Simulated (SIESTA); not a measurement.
TiB2:

```
Ti B
1.0
     3.02920    0.00000    0.00000
    -1.51460    2.62336    0.00000
     0.00000    0.00000    3.22840
Ti B
1 2
Direct
  0.00000 0.00000 0.00000
  0.66667 0.33333 0.50000
  0.33333 0.66667 0.50000
```

Base run:

| Property | Result |
| --- | --- |
| Program | SIESTA 5.4.2 |
| Functional | PBE |
| Potentials or basis | PseudoDojo 0.4 standard (PBE files) |
| Basis | SZ (energy shift 0.003 Ry) |
| Grid cutoff | 800 Ry |
| Energy shift | 0.003 Ry |
| k mesh | 7 × 7 × 6 |
| Occupations | fermi-dirac, width 0.05 eV |
| Spin | no spin polarisation |

Its results: band gap on the k mesh none (metal or under the smearing width); pressure 11.1 GPa.

**Question.** The run is repeated on the same cell with these changes: basis from SZ (energy shift 0.003 Ry) to SZP (energy shift 0.003 Ry). What comes out?

**Answer.** Band gap on the k mesh none (metal or under the smearing width); pressure 5.4 GPa.

Caveats: the basis of atomic orbitals isn't converged, which shifts pressures, moduli and gaps; the basis has no polarisation orbitals (some runs).
